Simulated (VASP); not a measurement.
ZnO: relaxation of cell and atoms with PBE+D3(BJ)

Crystal: ZnO.

```
CELL_PARAMETERS angstrom
3.26281 0.00000 0.00000
-1.63140 2.82567 0.00000
0.00000 0.00000 5.26830
ATOMIC_POSITIONS crystal
Zn 0.33333 0.66667 0.50004
Zn 0.66667 0.33333 0.00004
O 0.66667 0.33333 0.37897
O 0.33333 0.66667 0.87897
```

```json
{
  "Program": "VASP 6.6.1",
  "Task": "relaxation of cell and atoms",
  "Functional": "PBE",
  "Dispersion": "D3(BJ)",
  "Potentials or basis": "VASP PAW PBE potentials, release 64 (Zn, O)",
  "Cutoff": "520 eV",
  "k mesh": "12 × 12 × 6",
  "Occupations": "gaussian, width 0.02 eV",
  "Spin": "no spin polarisation",
  "Further INCAR settings": "ALGO = Normal; EDIFF = 1e-07; IBRION = 2; EDIFFG = -0.002; NSW = 80; ISIF = 3"
}
```

| Property | Result |
| --- | --- |
| Relaxed volume | 12.14 Å³/atom |
| Relaxed cell | a = 3.263 Å, b = 3.263 Å, c = 5.269 Å, α = 90.00°, β = 90.00°, γ = 120.00° |
| Space group after relaxing (to 0.05 Å) | P6_3mc (No. 186) |
| Energy gained by relaxing | 0.0 meV/atom |
| Ionic steps | 4 |
| Pressure after relaxing | 0.0 GPa |
| Band gap on the k mesh | 0.75 eV, direct |
| Dispersion energy per atom | -0.220 eV |

Final structure:
```
Zn O
1.0
     3.26290    0.00000    0.00000
    -1.63145    2.82575    0.00000
     0.00000    0.00000    5.26856
Zn O
2 2
Direct
  0.33333 0.66667 0.50004
  0.66667 0.33333 0.00004
  0.66667 0.33333 0.37897
  0.33333 0.66667 0.87897
```

Levels at points of the mesh, in eV from the valence-band top:
```csv
k point,band 14,band 15,band 16,band 17,band 18,band 19,band 20,band 21,band 22
"(0.00, 0.00, 0.00)",-0.77,-0.77,-0.08,0.00,0.00,0.75,5.15,8.12,12.81
"(0.50, 0.00, 0.00)",-3.48,-2.77,-2.19,-1.26,-0.81,5.69,6.84,7.54,8.37
"(0.00, 0.00, 0.50)",-2.24,-0.38,-0.38,-0.38,-0.38,3.40,3.40,9.97,9.97
"(0.50, 0.00, 0.50)",-3.72,-1.46,-1.46,-1.35,-1.35,5.66,5.66,8.31,8.31
```

It took 26 s on 4 MPI ranks on Intel(R) Xeon(R) Platinum 8488C (Sapphire Rapids), with other jobs on the host, peak memory 0.22 GiB a rank.
